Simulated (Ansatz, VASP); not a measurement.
# One calculation of NiO, two programs

```
Ni O
1.0
     2.83764    0.00000    0.00000
    -1.41882    2.45747    0.00000
     0.00000    0.00000    2.76940
Ni O
1 1
Direct
  0.00000 0.00000 0.00000
  0.66667 0.33333 0.50000
```

Change from the starting cell: volume scaled by 1.06.

Alike in both runs: task single point; functional PBE; k mesh 11 × 11 × 10; occupations fermi-dirac, width 0.05 eV; collinear spin, ferromagnetic start.

|  | VASP | Ansatz |
| --- | --- | --- |
| version | VASP 6.6.1 | Ansatz 0.2.0 |
| potentials or method | VASP PAW PBE potentials, release 64 (Ni, O) | Ansatz PAW |
| plane-wave cutoff (eV) | 520 | 420 |
| valence electrons in the cell | 16 | 24 |

Ansatz gave:

- gap on the k mesh at the Fermi level (eV): none
- pressure (GPa): -5.1
- largest component of the traceless stress (GPa): 3.85
- net moment per atom (μB): 0.98
- size of the moment on the site where the two differ most (μB): 0.46

Task: What did VASP give for the same quantities?

Result: gap on the k mesh at the Fermi level (eV): none; pressure (GPa): -5.2; largest component of the traceless stress (GPa): 4.04; net moment per atom (μB): 0.97; size of the moment on the site where the two differ most (μB): 0.43.

Site moments also hang on the region over which each program counts them. A gap of «none» marks a metal or a gap that the smearing closes. The two sets of potentials don't hold the same shells in valence.

Caveats: a cell with one magnetic atom can't hold antiferromagnetic order, which such compounds often take; semilocal functionals often make such compounds metallic where correlation or magnetic order opens a gap, which also shifts bond lengths; the pressure holds a Pulay correction of +0.7 GPa for the finite cutoff (Ansatz).
